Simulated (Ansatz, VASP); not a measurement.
# Two plane-wave programs on TiO2 (Anatase)

```
CELL_PARAMETERS angstrom
-1.89210 1.89210 4.75730
1.89210 -1.89210 4.75730
1.89210 1.89210 -4.75730
ATOMIC_POSITIONS crystal
Ti 0.75000 0.25000 0.50000
Ti 0.00000 0.00000 0.00000
O 0.79190 0.79190 0.00000
O 0.54190 0.04190 0.50000
O 0.95810 0.45810 0.50000
O 0.20810 0.20810 0.00000
```

Alike in both runs: task single point; functional PBE; k mesh 10 × 10 × 10; occupations gaussian, width 0.014 eV; no spin polarisation.

|  | VASP | Ansatz |
| --- | --- | --- |
| version | VASP 6.6.1 | Ansatz 0.2.0 |
| potentials or method | VASP PAW PBE potentials, release 64 (Ti_sv, O) | Ansatz PAW |
| plane-wave cutoff (eV) | 520 | 420 |
| valence electrons in the cell | 48 | 48 |

Ansatz gave:

| Property | Result |
| --- | --- |
| gap on the k mesh at the Fermi level (eV) | 2.14 |
| least direct gap on the mesh (eV) | 2.46 |
| pressure (GPa) | 5.2 |
| largest component of the traceless stress (GPa) | 0.86 |
| rms of the force components (eV/Å) | 0.048 |

Estimate VASP's values.

gap on the k mesh at the Fermi level (eV): 2.11; least direct gap on the mesh (eV): 2.44; pressure (GPa): 5.9; largest component of the traceless stress (GPa): 0.92; rms of the force components (eV/Å): 0.059.

Atom by atom the forces differ by 0.011 eV/Å (rms over components). The functional is the same, so the differences come from potentials, cutoffs and numerics.

Caveats: the pressure holds a Pulay correction of +0.7 GPa for the finite cutoff (Ansatz). A k mesh can miss the band edges. As with any semilocal functional, this PBE gap is likely too small.
